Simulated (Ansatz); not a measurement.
The system is ZrC.

```
Zr C
1.0
     0.00000    2.36500    2.36500
     2.36500    0.00000    2.36500
     2.36500    2.36500    0.00000
Zr C
1 1
Cartesian
  2.3650 2.3650 2.3650
  0.0000 0.0000 0.0000
```

Program: Ansatz 0.2.0. Alike in all runs: potentials or basis Ansatz PAW; cell as given; smearing fermi-dirac 0.05 eV. Hardware: 2 threads of Arm Neoverse V2 (shared host).

**Question.** Order these runs on this cell by their wall time, lowest first.
A. task density of states; level PBEsol; spin off; k mesh 8 × 8 × 8; cutoff (eV) 420
B. task band structure; level PBEsol; spin SOC, no magnetisation; k mesh 10 × 10 × 10; cutoff (eV) 420; points for each segment of the path 14
C. task band structure; level r2SCAN; spin off; k mesh 10 × 10 × 10; cutoff (eV) 500; points for each segment of the path 14

**Answer.** A (0.78 s), C (2.1 s), B (6.6 s).
